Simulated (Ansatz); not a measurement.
# Iridium (diamond) across density functionals

All rows: Ansatz, plane waves with scalar-relativistic PAW, 420 eV (500 eV for the SCAN forms), relaxed under each functional, no dispersion correction, no zero-point motion. B₀ comes from uniform scaling at fixed shape; a dash is a value not given.

```csv
functional,V (Å³/atom),cell,B₀ (GPa),magnetic state,ΔE to fcc (meV/atom)
PBE,21.59,a = 5.569 Å,185,non-magnetic,1014
r²SCAN,21.09,a = 5.526 Å,204,non-magnetic,1014
PBEsol,20.89,a = 5.508 Å,207,spin not included,1211
LDA,20.54,a = 5.477 Å,218,spin not included,1228
revPBE,21.84,a = 5.591 Å,177,spin not included,961
RPBE,21.95,a = 5.600 Å,174,spin not included,939
BLYP,22.64,a = 5.658 Å,159,spin not included,520
```

LDA gives the smallest volume and BLYP the largest.
